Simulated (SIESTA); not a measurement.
As:

```xyz
2
Lattice="1.8808 1.0859 3.5141 -1.8808 1.0859 3.5141 0.0000 -2.1718 3.5141" Properties=species:S:1:pos:R:3 pbc="T T T"
As    0.0000    0.0000    2.3825
As    0.0000    0.0000    8.1597
```

| Quantity | Value |
| --- | --- |
| Program | SIESTA 5.4.2 |
| Task | single point |
| Functional | PBEsol |
| Potentials or basis | PseudoDojo 0.4 standard (PBEsol files) |
| Basis | DZP (energy shift 0.003 Ry; two zetas on semicore shells) |
| Grid cutoff | 500 Ry |
| Energy shift | 0.003 Ry |
| k mesh | 9 × 9 × 9 |
| Occupations | fermi-dirac, width 0.05 eV |
| Spin | no spin polarisation |

On this cell: pressure 2.4 GPa; largest force 0.817 eV/Å; band gap on the k mesh none (metal or under the smearing width).

The same run follows on a disturbed copy (atoms moved at random, drawn with an rms of 0.05 Å):

```
As
1.0
     1.88080    1.08588    3.51406
    -1.88080    1.08588    3.51406
     0.00000   -2.17176    3.51406
As
2
Direct
  0.21182 0.22474 0.23282
  0.77552 0.77550 0.76813
```

Task: What changes?

Result: The energy (extrapolated to zero smearing) moves by +13.7 meV/atom; pressure 3.0 GPa; largest force 1.078 eV/Å; band gap on the k mesh none (metal or under the smearing width).

Forces on the atoms (eV/Å):
```
As   0.137  0.299  1.023
As  -0.137 -0.301 -1.026
```

Stress tensor (GPa, compression positive):
```
 3.36 -0.33  0.67
-0.33  4.79  1.35
 0.67  1.35  0.99
```

Caveats: the basis of atomic orbitals isn't converged, which shifts pressures, moduli and gaps.
